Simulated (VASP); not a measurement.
# NaH: A learned difference between two levels of theory, by structures for the difference

NaH, Pm-3m (no. 221), 16 atoms in the cell. PBE, delta-learned machine-learned force field; PAW potentials Na, H (PBE set).

| Structures for the difference | Force error with the learned difference (meV/Å) | Force error of the base level alone (meV/Å) | Time for a frame with the difference (s) | Time for a frame at the target level (s) | Time (s) |
|---|---|---|---|---|---|
| 8 | 5.1 | 7.6 | 2.2 | 12.8 | 295 |
| 30 | 4.4 | 7.6 | 2.5 | 13.2 | 623 |

## Input of the first row

INCAR.step1:
```
SYSTEM = NaH
  PREC = Normal
  ENCUT = 330
  EDIFF = 1E-6
  ISMEAR = 0
  SIGMA = 0.05
  ALGO = Normal
  LREAL = Auto
  LASPH = .True.
  NELM = 80
  NELMIN = 4
  LWAVE = .False.
  LCHARG = .False.
  GGA = PE
  KPAR = 4
  NCORE = 2
  IBRION = 11
  ISIF = 2
  NSW = 8
  ISYM = 0
```

INCAR.step2, as INCAR.step1 but for:
```
- PREC = Normal
- ENCUT = 330
- LREAL = Auto
+ PREC = Accurate
+ ENCUT = 410
+ LREAL = .False.
```

INCAR.step3:
```
SYSTEM = NaH
  ML_LMLFF = .True.
  ML_MODE = select
  ML_ICRITERIA = 0
  ML_CTIFOR = 0.002
  LWAVE = .False.
  LCHARG = .False.
```

INCAR.step4:
```
SYSTEM = NaH
  ML_LMLFF = .True.
  ML_MODE = refit
  LWAVE = .False.
  LCHARG = .False.
```

INCAR.step7:
```
SYSTEM = NaH
  PREC = Normal
  ENCUT = 330
  EDIFF = 1E-6
  ISMEAR = 0
  SIGMA = 0.05
  ALGO = Normal
  LREAL = Auto
  LASPH = .True.
  NELM = 80
  NELMIN = 4
  LWAVE = .False.
  LCHARG = .False.
  GGA = PE
  KPAR = 4
  NCORE = 2
  IBRION = 11
  ISIF = 2
  NSW = 8
  ISYM = 0
  ML_LMLFF = .True.
  ML_MODE = delta
  ML_OUTPUT_MODE = 1
```

KPOINTS.step1:
```
k-points
0
Monkhorst-Pack
  2 2 2
```

KPOINTS.step2:
```
k-points
0
Monkhorst-Pack
  4 4 4
```

KPOINTS.step3:
```
k-points
0
Gamma
  1 1 1
```

POSCAR.fr.step1:
```
  0.001178345568    0.054262514640    0.989762536221
  0.942078612510    0.997879212303    0.484909190375
  0.940206474740    0.545291396012    0.031395921903
  0.020021715103    0.467281355877    0.577390180823
  0.492224018193    0.998246891399    0.021314184514
  0.441065376196    0.991646160360    0.506395574847
  0.446394880423    0.496749279325    0.974531355803
  0.526187173573    0.486784515639    0.477843174195
  0.187287733084    0.331999095458    0.263186145888
  0.275776435343    0.173423229173    0.759105910241
  0.202320936240    0.822394235625    0.236453460232
  0.314095093492    0.719041658055    0.711253906640
  0.679894814971    0.225278125507    0.222869706552
  0.730164209206    0.289700046678    0.725237662655
  0.680440614042    0.748896673366    0.279413037417
  0.808713248606    0.822254340103    0.779578539911

  0.998566328226    0.130110331667    0.981648832589
  0.950025456857    0.029977961577    0.469512443874
  0.951128143571    0.639063600064    0.994072028467
  0.999774431517    0.500248415495    0.521067426401
  0.472131618877    0.972664483156    0.045410186524
  0.498789953166    0.913586421253    0.523227903702
  0.464498446516    0.477640160327    0.963481581718
  0.494556212367    0.406462036472    0.434072861227
  0.159785819513    0.389878304172    0.194717559799
  0.267727445672    0.211671774469    0.718894740226
  0.172198163082    0.880750947771    0.201751638405
  0.285266580390    0.698585669676    0.710783274389
  0.676887530102    0.196467634723    0.218107238751
  0.783380288550    0.337743276765    0.764612582006
  0.697622965532    0.663683258191    0.307342925680
  0.770615684443    0.839262839372    0.727955804370

  0.957468349583    0.114952969691    0.996021359738
  0.989151128991    0.099313619129    0.518945155093
  0.924920666125    0.619371353284    0.997225420364
  0.987620755138    0.567870322120    0.491331070705
  0.454693082442    0.806220791994    0.972095246719
  0.523197257427    0.807322840812    0.442365184380
  0.476703705499    0.314583533116    0.953060223081
  0.461192704616    0.316303899780    0.447482717630
  0.138549724892    0.329578598888    0.191404938063
  0.317228677295    0.038388183867    0.712171617210
  0.137064806270    0.842803162340    0.213822307482
  0.310962223459    0.588545473281    0.707301765575
  0.675888196991    0.084588587903    0.187410522837
  0.824123766809    0.364270681621    0.729513220237
  0.648427532521    0.551963078095    0.224779168593
  0.806826640249    0.849077375357    0.734536904060

  0.973973140091    0.078704137335    0.963070330940
  0.920907455441    0.010576583415    0.468737703389
  0.950492915237    0.585327885334    0.951734802777
  0.930269368280    0.526773059841    0.468433888073
  0.419793367881    0.776370907084    0.970055038806
  0.449281739051    0.763162242601    0.472942455762
  0.454945299717    0.285280857249    0.975410734714
  0.387789993985    0.284413526780    0.478617769168
  0.136482542991    0.307893926811    0.209281825217
  0.247759975170    0.061886477939    0.720590491509
  0.120158971942    0.789428803097    0.211822209855
  0.258800592568    0.555533220784    0.696016429090
  0.636267655684    0.020869344638    0.209412130843
  0.770866727291    0.327466281489    0.711261081232
  0.626057281717    0.526185032229    0.266528186612
  0.737501260416    0.755462396419    0.732668911583

  0.937209821957    0.032622500899    0.934558313975
  0.907403552975    0.968817180972    0.471768351063
  0.907621580090    0.523341568610    0.927316359192
  0.873443815215    0.485874674272    0.446089642153
  0.359085587842    0.721786074451    0.903199063875
  0.395967337055    0.761492933785    0.399170694405
  0.375639834974    0.237467137949    0.943498911437
  0.414403361492    0.268730667116    0.434801710911
  0.115732153962    0.254659221968    0.162252547672
  0.228888468683    0.993725448252    0.700807077782
  0.094526241681    0.745600369701    0.174414453033
  0.186052098411    0.484393147078    0.700780259581
  0.562127038843    0.992223993262    0.221835993917
  0.747421346744    0.205982330372    0.673056478933
  0.588978519595    0.488104007387    0.171543193502
  0.691175236493    0.756911923581    0.706903082498

  0.880041710770    0.975675113506    0.937814281017
  0.873314967086    0.979138627431    0.425558892287
  0.881155072808    0.501713666169    0.887523381875
  0.860518159696    0.451259380797    0.411274200448
  0.393499784403    0.687188918655    0.948980639607
  0.379497905672    0.726112159069    0.428158089507
  0.415409623139    0.212647393763    0.995565161266
  0.390744304665    0.224259596653    0.451982703111
  0.025949420146    0.213142850858    0.257778899448
  0.264462052376    0.962752273134    0.671073436672
  0.030431119236    0.708397298049    0.209539570872
  0.243366353896    0.429400325740    0.705202203052
  0.543658976051    0.959307921283    0.188657645255
  0.737796882760    0.204298867077    0.671343258031
  0.598711616557    0.468270788918    0.159062123248
  0.749787247043    0.717985812695    0.690868421944

  0.880978731463    0.031807137611    0.961855851358
  0.819386169646    0.999018724165    0.405560562184
  0.878803020248    0.500050689701    0.959668996370
  0.906111234425    0.534614634523    0.492059775902
  0.382805985580    0.800026089010    0.921501898701
  0.397383244368    0.793503304199    0.398486207300
  0.393185535567    0.323411946465    0.909773078036
  0.354330456629    0.263154673084    0.405787309201
  0.040967585823    0.243092551880    0.221078869534
  0.194971747071    0.028527258274    0.659334940546
  0.053120449660    0.749499099169    0.180904315341
  0.185265959039    0.518139474612    0.662069029652
  0.574839936786    0.002976578976    0.150841367983
  0.690628481057    0.302662817473    0.670564371303
  0.590295546032    0.493092701582    0.165728459587
  0.700758973897    0.729359367596    0.676614174265
```

POSCAR.fr.step2:
```
  0.001178345568    0.054262514640    0.989762536221
  0.942078612510    0.997879212303    0.484909190375
  0.940206474740    0.545291396012    0.031395921903
  0.020021715103    0.467281355877    0.577390180823
  0.492224018193    0.998246891399    0.021314184514
  0.441065376196    0.991646160360    0.506395574847
  0.446394880423    0.496749279325    0.974531355803
  0.526187173573    0.486784515639    0.477843174195
  0.187287733084    0.331999095458    0.263186145888
  0.275776435343    0.173423229173    0.759105910241
  0.202320936240    0.822394235625    0.236453460232
  0.314095093492    0.719041658055    0.711253906640
  0.679894814971    0.225278125507    0.222869706552
  0.730164209206    0.289700046678    0.725237662655
  0.680440614042    0.748896673366    0.279413037417
  0.808713248606    0.822254340103    0.779578539911

  0.998566328226    0.130110331667    0.981648832589
  0.950025456857    0.029977961577    0.469512443874
  0.951128143571    0.639063600064    0.994072028467
  0.999774431517    0.500248415495    0.521067426401
  0.472131618877    0.972664483156    0.045410186524
  0.498789953166    0.913586421253    0.523227903702
  0.464498446516    0.477640160327    0.963481581718
  0.494556212367    0.406462036472    0.434072861227
  0.159785819513    0.389878304172    0.194717559799
  0.267727445672    0.211671774469    0.718894740226
  0.172198163082    0.880750947771    0.201751638405
  0.285266580390    0.698585669676    0.710783274389
  0.676887530102    0.196467634723    0.218107238751
  0.783380288550    0.337743276765    0.764612582006
  0.697622965532    0.663683258191    0.307342925680
  0.770615684443    0.839262839372    0.727955804370

  0.957468349583    0.114952969691    0.996021359738
  0.989151128991    0.099313619129    0.518945155093
  0.924920666125    0.619371353284    0.997225420364
  0.987620755138    0.567870322120    0.491331070705
  0.454693082442    0.806220791994    0.972095246719
  0.523197257427    0.807322840812    0.442365184380
  0.476703705499    0.314583533116    0.953060223081
  0.461192704616    0.316303899780    0.447482717630
  0.138549724892    0.329578598888    0.191404938063
  0.317228677295    0.038388183867    0.712171617210
  0.137064806270    0.842803162340    0.213822307482
  0.310962223459    0.588545473281    0.707301765575
  0.675888196991    0.084588587903    0.187410522837
  0.824123766809    0.364270681621    0.729513220237
  0.648427532521    0.551963078095    0.224779168593
  0.806826640249    0.849077375357    0.734536904060

  0.973973140091    0.078704137335    0.963070330940
  0.920907455441    0.010576583415    0.468737703389
  0.950492915237    0.585327885334    0.951734802777
  0.930269368280    0.526773059841    0.468433888073
  0.419793367881    0.776370907084    0.970055038806
  0.449281739051    0.763162242601    0.472942455762
  0.454945299717    0.285280857249    0.975410734714
  0.387789993985    0.284413526780    0.478617769168
  0.136482542991    0.307893926811    0.209281825217
  0.247759975170    0.061886477939    0.720590491509
  0.120158971942    0.789428803097    0.211822209855
  0.258800592568    0.555533220784    0.696016429090
  0.636267655684    0.020869344638    0.209412130843
  0.770866727291    0.327466281489    0.711261081232
  0.626057281717    0.526185032229    0.266528186612
  0.737501260416    0.755462396419    0.732668911583

  0.937209821957    0.032622500899    0.934558313975
  0.907403552975    0.968817180972    0.471768351063
  0.907621580090    0.523341568610    0.927316359192
  0.873443815215    0.485874674272    0.446089642153
  0.359085587842    0.721786074451    0.903199063875
  0.395967337055    0.761492933785    0.399170694405
  0.375639834974    0.237467137949    0.943498911437
  0.414403361492    0.268730667116    0.434801710911
  0.115732153962    0.254659221968    0.162252547672
  0.228888468683    0.993725448252    0.700807077782
  0.094526241681    0.745600369701    0.174414453033
  0.186052098411    0.484393147078    0.700780259581
  0.562127038843    0.992223993262    0.221835993917
  0.747421346744    0.205982330372    0.673056478933
  0.588978519595    0.488104007387    0.171543193502
  0.691175236493    0.756911923581    0.706903082498

  0.880041710770    0.975675113506    0.937814281017
  0.873314967086    0.979138627431    0.425558892287
  0.881155072808    0.501713666169    0.887523381875
  0.860518159696    0.451259380797    0.411274200448
  0.393499784403    0.687188918655    0.948980639607
  0.379497905672    0.726112159069    0.428158089507
  0.415409623139    0.212647393763    0.995565161266
  0.390744304665    0.224259596653    0.451982703111
  0.025949420146    0.213142850858    0.257778899448
  0.264462052376    0.962752273134    0.671073436672
  0.030431119236    0.708397298049    0.209539570872
  0.243366353896    0.429400325740    0.705202203052
  0.543658976051    0.959307921283    0.188657645255
  0.737796882760    0.204298867077    0.671343258031
  0.598711616557    0.468270788918    0.159062123248
  0.749787247043    0.717985812695    0.690868421944

  0.880978731463    0.031807137611    0.961855851358
  0.819386169646    0.999018724165    0.405560562184
  0.878803020248    0.500050689701    0.959668996370
  0.906111234425    0.534614634523    0.492059775902
  0.382805985580    0.800026089010    0.921501898701
  0.397383244368    0.793503304199    0.398486207300
  0.393185535567    0.323411946465    0.909773078036
  0.354330456629    0.263154673084    0.405787309201
  0.040967585823    0.243092551880    0.221078869534
  0.194971747071    0.028527258274    0.659334940546
  0.053120449660    0.749499099169    0.180904315341
  0.185265959039    0.518139474612    0.662069029652
  0.574839936786    0.002976578976    0.150841367983
  0.690628481057    0.302662817473    0.670564371303
  0.590295546032    0.493092701582    0.165728459587
  0.700758973897    0.729359367596    0.676614174265
```

6 further input files aren't shown.

Commands (each step's output is kept before the next begins):
```
cat potpaw_PBE.64/Na/POTCAR potpaw_PBE.64/H/POTCAR > POTCAR
# POSCAR.fr: 7 further structures after the one in POSCAR, taken evenly from ML_AB
cp INCAR.step1 INCAR
cp KPOINTS.step1 KPOINTS
cp POSCAR.step1 POSCAR
mpirun -np 8 vasp_std < POSCAR.fr > vasp.out
# POSCAR.fr: 7 further structures after the one in POSCAR, taken evenly from ML_AB
cp INCAR.step2 INCAR
cp KPOINTS.step2 KPOINTS
mpirun -np 8 vasp_std < POSCAR.fr > vasp.out
# ML_AB written from the two interactive runs: energies, forces and stresses of the target level less those of the base level
cp INCAR.step3 INCAR
cp KPOINTS.step3 KPOINTS
cp POSCAR.step3 POSCAR
mpirun -np 8 vasp_gam > vasp.out
cp ML_ABN ML_AB
cp INCAR.step4 INCAR
mpirun -np 8 vasp_gam > vasp.out
# POSCAR.test: 7 further structures after the one in POSCAR, taken evenly from XDATCAR of a force-field run
cp INCAR.step1 INCAR
cp KPOINTS.step1 KPOINTS
cp POSCAR.step5 POSCAR
mpirun -np 8 vasp_std < POSCAR.test > vasp.out
# POSCAR.test: 7 further structures after the one in POSCAR, taken evenly from XDATCAR of a force-field run
cp INCAR.step2 INCAR
cp KPOINTS.step2 KPOINTS
mpirun -np 8 vasp_std < POSCAR.test > vasp.out
cp ML_FFN ML_FF
# POSCAR.test: 7 further structures after the one in POSCAR, taken evenly from XDATCAR of a force-field run
cp INCAR.step7 INCAR
cp KPOINTS.step1 KPOINTS
mpirun -np 8 vasp_std < POSCAR.test > vasp.out
```

Changes of the last row against the first:
```
- NSW = 8
+ NSW = 30
```

VASP 6.6.1 took 295 s on 8 cores (Intel Xeon 6975P-C (Granite Rapids)), a shared host.
